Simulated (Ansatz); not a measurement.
# CdSe: the cost of one run

Method: DFT PBE, scalar-relativistic, plane waves, PAW, in Ansatz 0.2.0.

The COD entry's cell or inner coordinates are ideal or old and differ from later refinements, so a difference from it is no clean test against experiment.

1 further run of the same task is left out (set aside as unsound or not needed).

## 1. The starting structure

Symmetry: Fm-3m, No. 225, cubic system. Conventional cell: a = 5.451 Å, b = 5.451 Å, c = 5.451 Å, α = 90.00°, β = 90.00°, γ = 90.00°. Mg (site symmetry m-3m) is surrounded by 6 Se at 2.73 Å. Se (site symmetry m-3m) is surrounded by 6 Mg at 2.73 Å.

Coordinates:

```xyz
2
Lattice="0.0000 2.7255 2.7255 2.7255 0.0000 2.7255 2.7255 2.7255 0.0000" Properties=species:S:1:pos:R:3 pbc="T T T"
Mg    0.0000    0.0000    0.0000
Se    2.7255    2.7255    2.7255
```

The structure comes from the Crystallography Open Database.

## 2. One element swapped, cell strained: Mg → Cd, first probe

What differs from the listed cell: Cd takes all sites of Mg, and lengths are scaled by 1.007 as a first guess of the size; strain xx, yy, zz, yz, xz, xy = +3.9, +3.9, +3.9, +0.0, +0.0, +0.0 %.

Input file input.yaml:

```yaml
crystal:
  lattice:
    - [0.0, 2.8511045735, 2.8511045735]
    - [2.8511045735, 0.0, 2.8511045735]
    - [2.8511045735, 2.8511045735, 0.0]
  atoms:
    - { symbol: Cd, position: [0.0, 0.0, 0.0] }
    - { symbol: Se, position: [0.5, 0.5, 0.5] }
basis:
  ecutwfc: 420
kpoints:
  mp_grid: { grid: [6, 6, 6] }
hamiltonian:
  xc: pbe
scf:
  occupations: { method: gaussian, width: 0.1 }
output:
  forces: true
  stress: true
  eigenvalues: true
```

Launch:

```
$ ansatz run input.yaml --threads 1 --pin off --max-ram 1331MiB --backend cpu --events-out ev --progress --plain --runs-dir out
```

**Question.** How long does this run take on 1 thread of an x86-64 CPU, shared host, and how much memory does it need?

About 2.4 s, with a peak of 0.32 GiB.
